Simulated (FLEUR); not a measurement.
A run of FLEUR MaX-R8.1 (patched build s14) is set up as follows.

File inp.xml:

```xml
<?xml version="1.0" encoding="UTF-8" standalone="no"?>
<fleurInput fleurInputVersion="0.39">
   <comment>
      AlN                                                                                                 
   </comment>
   <calculationSetup>
      <cutoffs Kmax="4.6" Gmax="14.3" GmaxXC="14.3" numbands="0"/>
      <scfLoop itmax="60" minDistance="0.00001" maxIterBroyd="15" imix="Anderson" alpha="0.05" precondParam="0.0" spinf="2.0"/>
      <coreElectrons ctail="T" frcor="F" kcrel="0" coretail_lmax="0"/>
      <xcFunctional name="pbe" relativisticCorrections="F"/>
      <magnetism jspins="1"/>
      <soc l_soc="F" theta="0.0" phi="0.0" spav="F"/>
      <expertModes spex="0" secvar="F"/>
      <geometryOptimization l_f="T" forcealpha="1.0" forcemix="BFGS" epsdisp="0.0005" epsforce="0.0002"/>
      <ldaU l_linMix="F" mixParam="0.05" spinf="1.0"/>
   </calculationSetup>
   <cell>
      <bzIntegration valenceElectrons="32.0" mode="hist" fermiSmearingEnergy="0.00183747">
         <kPointListSelection listName="default-1"/>
         <!-- k-points included here -->
         <xi:include xmlns:xi="http://www.w3.org/2001/XInclude" href="kpts.xml"> </xi:include>
      </bzIntegration>
      <!-- symmetry operations included here -->
      <xi:include xmlns:xi="http://www.w3.org/2001/XInclude" href="sym.xml"> </xi:include>
      <bulkLattice scale="1.0">
         <bravaisMatrix>
            <row-1>    6.2589916449783676     0.0000000000000000     0.0000000000000000</row-1>
            <row-2>   -3.1294958224891838     5.4204457666765755     0.0000000000000000</row-2>
            <row-3>    0.0000000000000000     0.0000000000000000     7.9133471995083493</row-3>
         </bravaisMatrix>
      </bulkLattice>
   </cell>
   <atomSpecies>
      <species name="Aluminum (Al)" element="Al" atomicNumber="13">
         <mtSphere radius="1.74" gridPoints="593" logIncrement="0.019"/>
         <atomicCutoffs lmax="7" lnonsphr="5"/>
         <electronConfig flipSpins="F">
            <coreConfig>(1s1/2)</coreConfig>
            <valenceConfig>(2s1/2) (2p1/2) (2p3/2) (3s1/2) (3p1/2) (3p3/2)</valenceConfig>
            <stateOccupation state="(3p1/2)" spinUp="0.166667" spinDown="0.166667"/>
            <stateOccupation state="(3p3/2)" spinUp="0.333333" spinDown="0.333333"/>
         </electronConfig>
         <energyParameters s="3" p="3" d="3" f="4"/>
         <lo type="SCLO" l="0" n="2" eDeriv="0"/>
         <lo type="SCLO" l="1" n="2" eDeriv="0"/>
         <lo type="SCLO" l="2" n="3" eDeriv="2"/>
         <lo type="SCLO" l="3" n="4" eDeriv="2"/>
      </species>
      <species name="Nitrogen (N)" element="N" atomicNumber="7">
         <mtSphere radius="1.51" gridPoints="513" logIncrement="0.02"/>
         <atomicCutoffs lmax="6" lnonsphr="4"/>
         <electronConfig flipSpins="F">
            <coreConfig>(1s1/2)</coreConfig>
            <valenceConfig>(2s1/2) (2p1/2) (2p3/2)</valenceConfig>
            <stateOccupation state="(2p1/2)" spinUp="0.500000" spinDown="0.500000"/>
            <stateOccupation state="(2p3/2)" spinUp="1.000000" spinDown="1.000000"/>
         </electronConfig>
         <energyParameters s="2" p="2" d="3" f="4"/>
         <lo type="SCLO" l="0" n="2" eDeriv="2"/>
         <lo type="SCLO" l="1" n="2" eDeriv="2"/>
         <lo type="SCLO" l="2" n="3" eDeriv="2"/>
      </species>
   </atomSpecies>
   <atomGroups>
      <atomGroup species="Aluminum (Al)">
         <relPos label="                   1">-1.000/3.000 1.000/3.000 1.000/4.000</relPos>
         <relPos label="                   2">1.000/3.000 -1.000/3.000 -1.000/4.000</relPos>
         <force calculate="T" relaxXYZ="TTT"/>
      </atomGroup>
      <atomGroup species="Nitrogen (N)">
         <relPos label="                   3">-1.000/3.000 1.000/3.000 -1.000/4.000</relPos>
         <relPos label="                   4">1.000/3.000 -1.000/3.000 1.000/4.000</relPos>
         <force calculate="T" relaxXYZ="TTT"/>
      </atomGroup>
   </atomGroups>
   <output dos="F" band="F" slice="F">
      <checks vchk="F" cdinf="F"/>
      <bandDOS minEnergy="-.5*Htr" maxEnergy="0.5*Htr" sigma="0.015" storeEVData="T"/>
      <vacuumDOS vacdos="F" integ="F" star="F" nstars="0" locx1="0.0" locy1="0.0" locx2="0.0" locy2="0.0" nstm="0" tworkf="0.0"/>
      <unfoldingBand unfoldBand="F" supercellX="1" supercellY="1" supercellZ="1"/>
      <plotting iplot="0" polar="F">
         <plot TwoD="T" vec1="  1.0  0.0  0.0" vec2="  0.0  1.0  0.0" vec3="  0.0  0.0  1.0" zero="  0.0  0.0  0.0" file="plot"/>
      </plotting>
      <chargeDensitySlicing numkpt="0" minEigenval="0.0" maxEigenval="0.0" nnne="0" pallst="F"/>
      <specialOutput eonly="F"/>
      <magneticCircularDichroism mcd="F" energyLo="-10.0" energyUp="0.0"/>
   </output>
  <!-- We include the file relax.xml here to enable relaxations (see documentation) -->
  <xi:include xmlns:xi="http://www.w3.org/2001/XInclude" href="relax.xml"> <xi:fallback/> </xi:include>
</fleurInput>
```

File crystal.txt:

```
AlN
&input cartesian=F /
3.3121157418  0.0000000000  0.0000000000
-1.6560578709  2.8683763727  0.0000000000
0.0000000000  0.0000000000  4.1875630000
1.8897261246
1.0 1.0 1.0

4
13 0.6666666667  0.3333333333  0.2500000000
13 0.3333333333  0.6666666667  0.7500000000
7 0.6666666667  0.3333333333  0.7500000000
7 0.3333333333  0.6666666667  0.2500000000

&kpt div1=9 div2=9 div3=7 gamma=T /
```

Potentials or basis: all-electron, FLAPW.

Run with:

```bash
$ inpgen -f crystal.txt -profile fastHighL
$ # inp.xml edited to the form shown
$ fleur
```

Predict the band gap on the k mesh.

3.27 eV, direct.

Core levels (eV from the Fermi level):
| atom | levels |
| --- | --- |
| 1 Al | 1s1/2 -1504.9 |
| 2 Al | 1s1/2 -1504.9 |
| 3 N | 1s1/2 -374.8 |
| 4 N | 1s1/2 -374.8 |

Caveat: an odd mesh through Γ misses points on the zone boundary, where band edges often lie.
